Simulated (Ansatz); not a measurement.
# Hf3Si2: how the free axis answers a strain

Hf3Si2, P4/mbm, a = 6.976 Å, c = 3.607 Å. The structure is a Materials Project entry; whether it is the stable form wasn't checked. Ansatz: PBEsol, PAW, 420 eV, Γ-centred 6×6×10 mesh on 10 atoms, Gaussian smearing 0.10 eV; no spin polarisation. Series: uniaxial strain along c, with a, b and atoms relaxed; x is the strain in per cent. y is the change of a in per cent of 6.976 Å.

| x (%) | y (%) |
| --- | --- |
| -4.0 | ? |
| -2.0 | 0.55 |
| 0.0 | 0.00 |
| 2.0 | -0.54 |
| 4.0 | -1.01 |

Problem. Fit y = c1 x + c2 x² to the other rows, say what c1 measures, and predict the missing y.

Solution. Least squares on the rows shown. y = −0.2698 x + 0.003977 x². So −c1 = 0.270 is Poisson's ratio for this pair of axes. At x = -4.0 the fit asked for gives 1.14 %. The run gave 1.18 %, so the fit is 0.04 % too low, 1.8 % of the span of the series, against an rms of 0.01 % on the fitted rows. The row lies outside the fitted range. With a term in x³ added, a fit to the same known rows (none to spare) predicts 1.05 %, further off still.

Spin–orbit coupling is left out, which can shift energies with elements as heavy as these.

Cost: 5 runs of about 13 core-minutes in all, on Intel Xeon 6975P-C (Granite Rapids) (shared hosts).